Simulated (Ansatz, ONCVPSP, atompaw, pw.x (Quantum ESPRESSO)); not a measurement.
## Which W potential is closest to all-electron in the sc crystal?

All use PBE, scalar-relativistic, no spin, cutoffs from each file’s atomic test, pw.x 7.5; 12³ k-points, Fermi–Dirac smearing 0.01 Ry. Δ is the rms difference from all-electron LAPW of the E(V) curves that follow from fits to the pressures, over ±6 % in volume. Mesh and smearing are coarse and serve the comparison alone. The files are a selection: those with a ghost or negative overlap were mostly not run, and those with noisy or unconverged pressures or nearly equal Δ are left out.

All-electron: a0 = 2.638 Å (V0 = 18.36 Å³/atom), B0 = 216.4 GPa.

(1) Rank them by Δ, smallest first.
A. optimised norm-conserving Vanderbilt (ONCV), ONCVPSP 4.0.1, PBE; core [Kr] 4d10 4f14, reference 5s2 5p6 5d4.5 6s1.5; waves: 5s+6s: rc 1.90 bohr, ncon 4, nbas 9, qcut 5.6 1/bohr, 2 projectors; 5p: rc 1.55 bohr, ncon 4, nbas 8, qcut 7 1/bohr, 1 projector; 5d: rc 1.75 bohr, ncon 4, nbas 8, qcut 5.6 1/bohr, 2 projectors, debl 1.1 Ha; local part: polynomial inside 1.45 bohr (lpopt 5, dvloc0 4 Ha); core correction: Teter function, fcfact 2.75, rcfact 1.05.
B. optimised norm-conserving Vanderbilt (ONCV), ONCVPSP 4.0.1, PBE; core [Kr] 4d10 4f14, reference 5s2 5p6 5d4 6s0.5; waves: 5s+6s: rc 1.60 bohr, ncon 4, nbas 8, qcut 7 1/bohr, 2 projectors; 5p: rc 1.65 bohr, ncon 4, nbas 8, qcut 10.6 1/bohr, 2 projectors, debl 3.6 Ha; 5d: rc 2.15 bohr, ncon 3, nbas 7, qcut 6.1 1/bohr, 2 projectors, debl 1.4 Ha; local part: polynomial inside 1.50 bohr (lpopt 5, dvloc0 2 Ha); core correction: Teter function, fcfact 2, rcfact 1.65.
C. PAW, atompaw 4.2.0.5, PBE; core [Kr] 4d10 4f14, reference 5s2 5p6 5d4 6s2 6p0; waves: 5s (bound): rc 1.65 bohr; 6s (bound): rc 1.65 bohr; 5p (bound): rc 1.35 bohr; 6p (bound, empty): rc 2.55 bohr; 5d (bound): rc 2.55 bohr; 5d channel at 0.05 Ry: rc 2.55 bohr; local part: bessel scheme, radius 1.95 bohr; core correction: smooth core density matched at 1.50 bohr; augmentation: sinc compensation charge, radius 2.00 bohr; PAW radius 2.55 bohr; waves and projectors: custom rrkj vanderbiltortho.

Results:

(1) C (2.4 meV/atom), B (11.9 meV/atom), A (18.3 meV/atom).
